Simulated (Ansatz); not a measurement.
# BaTiO3: the cost of one run

Method: DFT PBEsol, scalar-relativistic, plane waves, PAW, in Ansatz 0.2.0.

3 further runs of the same task are left out: 3 set aside as unsound or not needed. Runs told in other sessions of the task aren't counted.

### 1 Starting point

The structure is cubic, space group Pm-3m (No. 221). Conventional cell: a = 3.970 Å, b = 3.970 Å, c = 3.970 Å, α = 90.00°, β = 90.00°, γ = 90.00°. Around Ba (site symmetry m-3m) lie 12 O at 2.81 Å. Around Ti (site symmetry m-3m) lie 6 O at 1.98 Å. O (site symmetry 4/mmm) has 2 Ti at 1.98 Å and 4 Ba at 2.81 Å in its first shell of neighbours.

Structure file:

```
CELL_PARAMETERS angstrom
3.96986 0.00000 0.00000
0.00000 3.96986 0.00000
0.00000 0.00000 3.96989
ATOMIC_POSITIONS crystal
Ba 0.00000 0.00000 0.00000
Ti 0.50000 0.50000 0.50000
O 0.50000 0.50000 0.00000
O 0.50000 0.00000 0.50000
O 0.00000 0.50000 0.50000
```

This cell was relaxed beforehand with the same method: volume 12.51 Å³/atom, gap on the mesh 1.82 eV.

Bulk energy on matching settings, from an earlier run: -2005.4925 eV/atom.

### 2 The (001) slab

Planes are indexed in the bulk's conventional cell (Pm-3m (No. 221)), a = 3.970 Å, b = 3.970 Å, c = 3.970 Å, α = 90.00°, β = 90.00°, γ = 90.00°.

Cut from the relaxed bulk: a (001) slab, 9.9 Å thick as cut, with 15 Å of vacuum; its outer planes are BaO (top) and TiO2 (bottom).

The slab as cut. Layers, bottom to top:

```
plane  atoms per cell  height over the lowest (Å)
    1            TiO2                        0.00
    2             BaO                        1.98
    3            TiO2                        3.97
    4             BaO                        5.95
    5            TiO2                        7.94
    6             BaO                        9.92
```

### 3 Single point on the unrelaxed (001) slab

The cell repeats along c, and a dipole correction in the vacuum removes the field between the copies.

input.yaml

```yaml
crystal:
  lattice:
    - [3.9698624757, 0.0, 0.0]
    - [0.0, 3.9698624757, 0.0]
    - [0.0, 0.0, 24.9247207546]
  atoms:
    - { symbol: Ti, position: [0.5, 0.5, 0.3009060793] }
    - { symbol: O, position: [0.5, 0.0, 0.3009060793] }
    - { symbol: O, position: [0.0, 0.5, 0.3009060793] }
    - { symbol: Ba, position: [0.0, 0.0, 0.3805436476] }
    - { symbol: O, position: [0.5, 0.5, 0.3805436476] }
    - { symbol: Ti, position: [0.5, 0.5, 0.4601812159] }
    - { symbol: O, position: [0.5, 0.0, 0.4601812159] }
    - { symbol: O, position: [0.0, 0.5, 0.4601812159] }
    - { symbol: Ba, position: [0.0, 0.0, 0.5398187841] }
    - { symbol: O, position: [0.5, 0.5, 0.5398187841] }
    - { symbol: Ti, position: [0.5, 0.5, 0.6194563524] }
    - { symbol: O, position: [0.5, 0.0, 0.6194563524] }
    - { symbol: O, position: [0.0, 0.5, 0.6194563524] }
    - { symbol: Ba, position: [0.0, 0.0, 0.6990939207] }
    - { symbol: O, position: [0.5, 0.5, 0.6990939207] }
basis:
  ecutwfc: 420
kpoints:
  mp_grid: { grid: [7, 7, 1] }
hamiltonian:
  xc: pbesol
scf:
  occupations: { method: gaussian, width: 0.05 }
output:
  forces: true
  stress: true
  eigenvalues: true
  write_density: true
  write_potential: true
  elf: true
  volumetric_format: npy
efield:
  axis: 3
  dipole_correction: true
  ramp_width: 0.04
```

Command:

```
$ ansatz run input.yaml --threads 2 --pin off --max-ram 5120MiB --backend cpu --events-out ev --progress --plain --runs-dir out
```

Q: Estimate wall time and peak memory on 2 threads of AMD EPYC 9R45 (Zen 5), shared host.

About 8.9 s, with a peak of 0.86 GiB.
